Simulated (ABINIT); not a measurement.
## Ti: band structure with revPBE

Ti:

```
CELL_PARAMETERS angstrom
2.95000 0.00000 0.00000
-1.47500 2.55477 0.00000
0.00000 0.00000 4.68000
ATOMIC_POSITIONS crystal
Ti 0.66667 0.33333 0.75000
Ti 0.33333 0.66667 0.25000
```

* Program: ABINIT 10.8.3 (patched build)
* Task: band structure
* Functional: revPBE
* Potentials or basis: JTH PAW PBE v2.0
* Cutoff: 490 eV
* k mesh: 10 × 10 × 6
* Occupations: fermi-dirac, width 0.05 eV
* Spin: no spin polarisation
* Fine-grid cutoff: 979.61 eV

```json
{
 "Pressure": "0.9 GPa",
 "Band gap on the k mesh": "none (metal or under the smearing width)",
 "Valence electrons inside the program's atomic spheres": "Ti 10.14 (radii [1.2214] Å)"
}
```

Stress tensor (GPa, compression positive):
```
1.02 0.00 0.00
0.00 1.02 0.00
0.00 0.00 0.68
```

Levels at the corners of the path, in eV from the Fermi level:
```csv
point,band 10,band 11,band 12,band 13,band 14,band 15
Γ,-2.65,0.70,0.79,0.79,0.88,1.27
M,-2.11,-1.80,-0.64,0.51,0.62,1.16
K,-1.37,-1.37,-1.28,0.24,0.24,1.49
Γ,-2.65,0.70,0.79,0.79,0.88,1.27
A,-4.33,0.09,0.09,0.70,0.70,0.70
L,-2.50,-0.79,-0.79,1.29,1.29,1.73
H,-1.22,-1.04,-1.04,-0.22,-0.22,1.67
A,-4.33,0.09,0.09,0.70,0.70,0.70
```

Wall time 47 s on 1 thread of Arm Neoverse V1, on a shared host, peak memory 0.12 GiB.

Caveat: the PAW data sets were made with another functional, which shifts forces and pressure a little.
